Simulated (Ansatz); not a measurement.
## InP: from a guess to a relaxed structure

Theory: Ansatz 0.2.0, DFT PBE, scalar-relativistic, plane waves, PAW. Cutoff 420 eV, Gaussian smearing, Γ-centred meshes. Cell and atoms relax first on a coarse mesh and then on a converged one. In between, the cell is made exact in the group found at 0.06 Å. The steps can't lower the symmetry of their start. No spin polarisation.

The guess for InP was made by a generator: 4-connected net, two elements alternating (P4_2/mnm, No. 136). Lengths were set from tabulated atomic sizes, so they are only a guess.

```
CELL_PARAMETERS angstrom
6.83941 0.00000 0.00000
0.00000 6.83941 0.00000
0.00000 0.00000 4.10486
ATOMIC_POSITIONS crystal
In 0.68050 0.68050 0.00000
In 0.18050 0.81950 0.50000
In 0.81950 0.18050 0.50000
In 0.31950 0.31950 0.00000
P 0.81950 0.81950 0.50000
P 0.18050 0.18050 0.50000
P 0.68050 0.31950 0.00000
P 0.31950 0.68050 0.00000
```

Formation energies are uncorrected and refer to the elements' standard structures at the same level. The references include black phosphorus.

Question: Where does the relaxation end?

Answer: The symmetry stays P4_2/mnm (No. 136). The volume per atom grows by 16.3 %, from 24.0 to 27.9 Å³. The shortest distance goes from 2.45 Å (In–P) to 2.56 Å (In–P). The energy falls by about 0.14 eV/atom (the start's value is from the coarse mesh). Conventional cell: a = 7.278 Å, c = 4.215 Å. In has 4 P at 2.56–2.61 Å; around P lie 4 In at 2.56–2.61 Å.

```cif
data_structure
_symmetry_space_group_name_H-M 'P 1'
_symmetry_Int_Tables_number 1
_cell_length_a 7.2776
_cell_length_b 7.2776
_cell_length_c 4.2150
_cell_angle_alpha 90.000
_cell_angle_beta 90.000
_cell_angle_gamma 90.000
_cell_volume 223.24
loop_
_atom_site_label
_atom_site_type_symbol
_atom_site_fract_x
_atom_site_fract_y
_atom_site_fract_z
_atom_site_occupancy
In1 In 0.67804 0.67804 0.00000 1
In2 In 0.17804 0.82196 0.50000 1
In3 In 0.82196 0.17804 0.50000 1
In4 In 0.32196 0.32196 0.00000 1
P1 P 0.81944 0.81944 0.50000 1
P2 P 0.18056 0.18056 0.50000 1
P3 P 0.68056 0.31944 0.00000 1
P4 P 0.31944 0.68056 0.00000 1
```

Question: How does it come out in energy, and is it a metal?

Answer:

- Formation energy: −0.186 eV/atom
- Gap on the 6×6×8 mesh of the 8-atom cell: 0.58 eV

A negative formation energy is needed for stability but isn't enough: competing phases decide.

The last run used Gaussian smearing of 0.02 eV. Kohn–Sham gaps at this level usually fall short of measured ones. The reference form of P is held partly by dispersion forces, which this level lacks. A structure relaxed within its symmetry needn't be a true minimum.
